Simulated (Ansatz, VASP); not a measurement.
# Two plane-wave programs on AlNi

The input INCAR:

```
PREC = Accurate
ENCUT = 520
EDIFF = 1E-6
ISMEAR = 0
SIGMA = 0.15
LREAL = False
LASPH = True
NELM = 100
ALGO = Normal
ISIF = 2
LWAVE = False
LCHARG = False
GGA = PE
NBANDS = 14
```

Contents of KPOINTS:

```
regular mesh
0
Gamma
  16 16 16
```

POSCAR

```
AlNi
1.0
    2.8810000000      0.0000000000      0.0000000000
    0.0000000000      2.8810000000      0.0000000000
    0.0000000000      0.0000000000      2.6505200000
Al Ni
1 1
Direct
    0.0000000000      0.0000000000      0.0000000000
    0.5000000000      0.5000000000      0.5000000000
```

Input for Ansatz:

```yaml
crystal:
  lattice:
    - [2.881, 0.0, 0.0]
    - [0.0, 2.881, 0.0]
    - [0.0, 0.0, 2.65052]
  atoms:
    - { symbol: Al, position: [0.0, 0.0, 0.0] }
    - { symbol: Ni, position: [0.5, 0.5, 0.5] }
basis:
  ecutwfc: 420
kpoints:
  mp_grid: { grid: [16, 16, 16] }
hamiltonian:
  xc: pbe
scf:
  occupations: { method: gaussian, width: 0.15 }
output:
  forces: true
  stress: true
  eigenvalues: true
```

Change from the starting cell: strain +0.000 along x and y, -0.080 along z, atoms carried along.

Alike in both runs: task single point; functional PBE; k mesh 16 × 16 × 16; occupations gaussian, width 0.15 eV; no spin polarisation.

```csv
,VASP,Ansatz
version,VASP 6.6.1,Ansatz 0.2.0
potentials or method,"VASP PAW PBE potentials, release 64 (Al, Ni)","scalar-relativistic, plane waves, PAW"
plane-wave cutoff (eV),520,420
valence electrons in the cell,13,21
```

|  | VASP | Ansatz | Ansatz less VASP |
| --- | --- | --- | --- |
| gap on the k mesh at the Fermi level (eV) | none | none | - |
| pressure (GPa) | 19.4 | 19.4 | +0.05 |
| largest component of the traceless stress (GPa) | 7.13 | 7.03 | -0.095 |

A gap of «none» marks a metal or a gap that the smearing closes. The two sets of potentials don't hold the same shells in valence.

Caveats: so large a pressure means that the cell lies far from this level's equilibrium, or that cutoff or potentials fall short (VASP). Spin polarisation is off, so any magnetic state and its effect on volume and gap are missing.
